A crystal of tin is computed nine times with density functional theory (PBE). The cell is a slightly distorted diamond-type structure with two atoms, and it is the same each time. Only the cutoff changes, which in this program sets how finely space is divided for the numerical integrals. The "sweep value" is this cutoff in Ry. "Energy less tightest" is the energy per atom counted from the run at 800 Ry, and "force miss" is the departure of the forces from those of that run.

OpenMX 3.8.5, PBE without spin polarisation or spin-orbit coupling, for a fixed two-atom cell of tin, with the standard basis, OpenMX 2013 PBE pseudopotentials (14 valence electrons per atom), a gamma-centred 5×5×5 k mesh and Fermi-Dirac smearing of 0.05 eV. The sweep value is scf.energycutoff in Ry; energies are free energies counted from the 800 Ry run.

```
sweep value  energy less tightest (meV/atom)  pressure (GPa)  force miss (eV/Å)  largest force (eV/Å)
         60                           -324.4           4.526              0.260                 0.505
        100                            -66.4           3.023              0.073                 0.261
        150                            -17.7           2.904              0.084                 0.274
        200                              7.8           2.781              0.038                 0.226
        260                             17.5           2.662              0.034                 0.192
        340                             18.0           2.661              0.025                 0.187
        450                             13.8           2.705              0.022                 0.187
        600                              6.6           2.759              0.003                 0.187
        800                              0.0           2.812              0.000                 0.188
```

(a) In a plane-wave calculation a higher cutoff can only lower the energy. Here the energy climbs, turns and sinks. Why is that allowed, and what does the flat stretch between 260 and 340 Ry mean?

Solution. The rule holds for plane waves, apart from small integration errors, because there a higher cutoff adds functions from which the orbitals are built. More freedom lets the electrons find a lower energy. In the present program the orbitals are built from a fixed set of atomic functions, and the cutoff only decides how closely the points lie at which the density is sampled. A finer grid gives the electrons no new freedom; it evaluates the same integrals more accurately. An integration error can have either sign, so the energy may approach its limit from below, from above, or by crossing it.

The early rise is large: 342 meV/atom from 60 to 340 Ry, three quarters of it in the first step. Since nothing but the cutoff moves, all of this is grid error. A likely source is the 4d shell of tin, which is treated here along with the outer electrons. These electrons sit close to the nucleus, where their density changes steeply over a short distance, and a coarse grid samples such a peak badly. These runs don't isolate the shell, and any other sharply peaked density on the grid, such as the model core density that many pseudopotentials bring along, would act in the same way. An element without such sharp features should make do with a coarser grid.

From 260 to 340 Ry the energy moves by only 0.5 meV/atom, which looks like convergence. The next rows show that it is the top of a hill, for the energy then falls by 18 meV/atom up to 800 Ry. A single error that fades steadily would bring the energy to its limit from one side. A turn needs either an error that itself swings as the grid becomes finer, or several contributions that change in opposite directions; these runs don't tell which. A small step between two neighbouring cutoffs therefore shows that the curve is level there, and not that the error is small.

(b) The pressure does the opposite of the energy: it falls to its lowest value at 340 Ry and then rises. Can the grid error in the energy account for this?

Solution. Pressure measures how the energy changes when the cell is stretched. Suppose that the number of grid points stays the same during the stretch. The points then move apart, and the larger cell is in effect computed at a lower cutoff. On the steep side of the curve a lower cutoff means a lower energy, so expanding seems to lower the energy of the cell. This false gain in stability appears as an additional outward pressure.

The size follows in two lines. The spacing of the points grows as the cube root of the volume, and the cutoff C goes as the inverse square of the spacing. With V the volume per atom and E the energy per atom,

C ∝ V^(−2/3)

p(grid) = −dE/dV = (2 / 3V) · dE/d(ln C)

For the interval from 60 to 100 Ry the energy rises by 0.258 eV/atom, ln(100/60) is 0.51, and V is 33.8 Å³. One eV/Å³ equals 160 GPa, so

p(grid) = (2/3) · (0.258 / 0.51) / 33.8 · 160 GPa ≈ 1.6 GPa

To compare this with the table, the pressure of the level stretch between 260 and 340 Ry serves as the zero, because there the formula gives almost no grid pressure. The mean pressure of the two lowest cutoffs lies 1.1 GPa above it. The estimate thus has the right sign and the right order of size. The next three intervals test it less sharply. There the excess is at most about 0.3 GPa, and the zero itself is uncertain, since the pressure still drifts by 0.15 GPa between 340 and 800 Ry. The printed output lists the comparison for all eight intervals.

Beyond the hill the estimate fails. The energy now falls with the cutoff, so the formula predicts a pressure below that of the level stretch, by about 0.07 GPa in the last interval. The table shows one that is 0.12 GPa above it. The false gain from stretching can thus explain the large excess pressure on the coarsest grids, but not the slow rise on fine ones. The formula assumes that the program's pressure is the exact derivative of its energy on a grid with a fixed number of points. If it isn't, the pressure carries a grid error of its own. The table gives a hint of this: in all eight steps the pressure moves against the energy itself, whereas the formula ties it to the slope of the energy. A test would compute the energy at slightly different volumes with the same number of grid points and compare its slope with the printed pressure.

(c) An engineer wants to relax the atoms in this cell and also to compare energies. Is 600 Ry enough for both?

Solution. The forces and the energy give different answers. From 450 to 600 Ry the force miss drops from 0.022 to 0.003 eV/Å, about sevenfold. Over the same step the energy shifts by 7.2 meV/atom, more than in either neighbouring step. The forces have come to agree with the finest grid while the energy is still on the move.

A likely reason lies in what a force is: the change of the energy when an atom is displaced. The compact 4d density travels with its nucleus. If the grid misjudges its energy by the same amount wherever the atom sits, the total energy is wrong but the force is not. As long as the program's force is the exact slope of its energy, only the part of the error that changes as the atom moves can produce a false force. One such part depends on where the nucleus lies between the grid points. It gives the energy landscape small ripples with the period of the grid, known as the egg-box effect.

Such ripples could also explain why the forces don't improve in every step. From 100 to 150 Ry the force miss grows slightly, from 0.073 to 0.084 eV/Å, although the energy comes much closer to that of the finest run. Each new grid places its points differently around the two nuclei, so a finer grid can by chance catch an atom on a steeper part of a ripple. This reading is an argument from theory; a test would shift the atoms together against the grid and watch the forces.

The column "largest force" is a poor guide to all this. It stays at 0.187 to 0.188 eV/Å from 340 Ry upward, because most of it is a real force: the atoms have been moved off their ideal sites and are pulled back. A force also has a direction, and there is more than one atom. The length of the largest force can stand still while its direction, or the force on the other atom, still changes. At 450 Ry the largest force looks finished, yet the force miss is still about a tenth of it.

For the energy, the last three rows show that the curve has not levelled off. The requested cutoff grows by the same factor, 4/3, from 450 to 600 Ry and from 600 to 800 Ry. The real grids follow this only roughly, because the number of points along each edge must be whole. An error that is dying out quickly would make the second step clearly smaller than the first. Instead the energy falls by 7.2 and then by 6.6 meV/atom, and the pressure rises by nearly the same amount both times. The run at 800 Ry is therefore a reference point and not a demonstrated limit, and another shift of similar size on a still finer grid can't be excluded.

The row at 200 Ry shows how misleading agreement with such a reference can be. It lies about 8 meV/atom and 0.03 GPa from the finest run, about as close as the row at 600 Ry. But the energy only passes through this value on its way up the hill, and at 260 and 340 Ry it is further off again. Its forces give it away, with a miss more than ten times that at 600 Ry.

For moving the atoms in this fixed cell, 600 Ry is a reasonable choice, since its forces agree with those of the finest grid to 0.003 eV/Å, though only that one finer grid supports it. This concerns the grid alone: the basis has few d functions beyond the 4d shell, and neither the basis nor the k mesh is tested here. For total energies to within a few meV/atom no cutoff in the table has been shown to suffice. Energy differences should fare better if both structures are computed with the same grid spacing, because an error that each atom carries with it then largely cancels. Before such a difference is trusted, it should be followed over several cutoffs until it stays level. One small step isn't enough: from 200 to 260 Ry the energy here moves by 9.7 meV/atom and from there to 340 Ry by only 0.5 meV/atom, and yet the curve then turns.

Output of the analysis:

```
Changes from the row before to this row:
  row  energy step meV/atom  pressure step GPa  estimated grid pressure GPa  pressure above flat interval GPa
  100                   258             -1.503                        1.596                             1.113
  150                  48.7             -0.119                       0.3796                             0.302
  200                  25.5             -0.123                       0.2801                             0.181
  260                   9.7             -0.119                       0.1168                              0.06
  340                   0.5             -0.001                      0.00589                                 0
  450                  -4.2              0.044                     -0.04735                            0.0215
  600                  -7.2              0.054                     -0.07909                            0.0705
  800                  -6.6              0.053                      -0.0725                             0.124
Ratio of nominal grid spacings, 60 Ry to 800 Ry: 3.651
Energy rise from 60 to 340 Ry (meV/atom): 342.4
Share of that rise made by the step from 60 to 100 Ry (percent): 75.35
Energy fall from 340 to 800 Ry (meV/atom): 18
Pressure fall from 60 to 340 Ry (GPa): 1.865
Pressure rise from 340 to 800 Ry (GPa): 0.151
Rank correlation of energy and pressure: -0.9833
Cutoff ratio 600 to 450 Ry: 1.333
Cutoff ratio 800 to 600 Ry: 1.333
Last energy step over the one before: 0.9167
Last pressure step over the one before: 0.9815
Pressure at 200 Ry less that at 800 Ry (GPa): -0.031
Smallest ratio of estimated to found pressure, intervals up to 260 Ry: 1.257
Largest ratio of estimated to found pressure, intervals up to 260 Ry: 1.947
Force miss at 150 Ry less that at 100 Ry (eV/angstrom): 0.011
Force miss at 450 Ry over that at 600 Ry: 7.333
Largest force at 800 Ry less that at 340 Ry (eV/angstrom): 0.001
```
